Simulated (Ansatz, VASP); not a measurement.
SnSe in VASP and in Ansatz

File INCAR:

```
  ALGO = Normal
  EDIFF = 1E-6
  ENCUT = 520
  GGA = PE
  ISIF = 2
  ISMEAR = -1
  LASPH = True
  LCHARG = True
  LELF = True
  LREAL = False
  LVHAR = True
  LWAVE = False
  NBANDS = 17
  NELM = 80
  PREC = Accurate
  SIGMA = 0.03
```

The input KPOINTS:

```
k-points
0
Gamma
  3 3 3
```

POSCAR

```
SnSe
1.0
    0.0000000000      3.0100000000      3.0100000000
    3.0100000000      0.0000000000      3.0100000000
    3.0100000000      3.0100000000      0.0000000000
Sn Se
1 1
Direct
    0.0000000000      0.0000000000      0.0000000000
    0.5000000000      0.5000000000      0.5000000000
```

Contents of input.yaml:

```yaml
crystal:
  lattice:
    - [0.0, 3.01, 3.01]
    - [3.01, 0.0, 3.01]
    - [3.01, 3.01, 0.0]
  atoms:
    - { symbol: Sn, position: [0.0, 0.0, 0.0] }
    - { symbol: Se, position: [0.5, 0.5, 0.5] }
kpoints:
  mp_grid: { grid: [3, 3, 3] }
scf:
  occupations: { method: fermi_dirac, width: 0.03 }
hamiltonian:
  xc: pbe
  pseudopotentials: { kind: all_electron, lapw: { basis_error: 0.002 } }
output:
  forces: true
  stress: true
  eigenvalues: true
```

Measurements of this composition are mostly on another form, of space group No. 62.

Alike in both runs: task single point; functional PBE; k mesh 3 × 3 × 3; occupations fermi-dirac, width 0.03 eV; no spin polarisation.

```csv
,VASP,Ansatz
version,VASP 6.6.1,Ansatz 0.2.0
potentials or method,"VASP PAW PBE potentials, release 64 (Sn_d, Se)","all-electron LAPW, scalar-relativistic"
plane-wave cutoff (eV),520,see its input
```

|  | VASP | Ansatz | Ansatz less VASP |
| --- | --- | --- | --- |
| gap on the k mesh at the Fermi level (eV) | 1.99 | 1.99 | +0.001 |
| least direct gap on the mesh (eV) | 1.99 | 1.99 | +0.001 |
| pressure (GPa) | -0.6 | -0.6 | +0.02 |

Ansatz ran all-electron here, so the differences hold the error of VASP's frozen core and of both bases.

Caveats: the k mesh is coarse (spacing up to 0.60 Å⁻¹), so the values aren't converged.
